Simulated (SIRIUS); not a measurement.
The system is MgO.

```
CELL_PARAMETERS angstrom
0.00000 2.09700 2.09700
2.09700 0.00000 2.09700
2.09700 2.09700 0.00000
ATOMIC_POSITIONS crystal
Mg 0.00000 0.00000 0.00000
O 0.50000 0.50000 0.50000
```

The cell is a database's computed one.

Base run:

| Quantity | Value |
| --- | --- |
| Program | SIRIUS 7.12.0 |
| Functional | PBE |
| Potentials or basis | all-electron FP-LAPW |
| Cutoff | 290 eV |
| Basis | apw+lo standard |
| k mesh | 11 × 11 × 11 |
| Occupations | fermi-dirac, width 0.05 eV |
| Spin | no spin polarisation |

Its results: band gap on the k mesh 4.87 eV, direct.

The run is repeated on the same cell with these changes: functional from PBE to PBEsol. What comes out?

Band gap on the k mesh 4.77 eV, direct.

Caveats: an odd mesh through Γ misses points on the zone boundary, where band edges often lie.

Not every run made on this cell is shown here.
